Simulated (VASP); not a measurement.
The system is BAs.

```xyz
2
Lattice="0.0000 2.3885 2.3885 2.3885 0.0000 2.3885 2.3885 2.3885 0.0000" Properties=species:S:1:pos:R:3 pbc="T T T"
B     0.0000    0.0000    0.0000
As    1.1943    1.1943    1.1943
```

Base run:

* Program: VASP 6.6.1
* Functional: PBE-EpsX
* Potentials or basis: VASP PAW PBE potentials, release 64 (B, As)
* Cutoff: 520 eV
* k mesh: 6 × 6 × 6
* Occupations: gaussian, width 0.03 eV
* Spin: no spin polarisation

Its results: band gap on the k mesh 1.81 eV, indirect (least direct gap 3.88 eV); pressure 1.8 GPa.

Q: After a change of settings the same cell gave: band gap on the k mesh 1.96 eV, indirect (least direct gap 4.13 eV); pressure -0.6 GPa. Which change was it?
A. functional from PBE-EpsX to PBE
B. functional from PBE-EpsX to HSE06
C. functional from PBE-EpsX to PBE0

A: B.

Caveats: the PAW data sets were made with another functional, which shifts forces and pressure a little.

Not every run made on this cell is shown here.
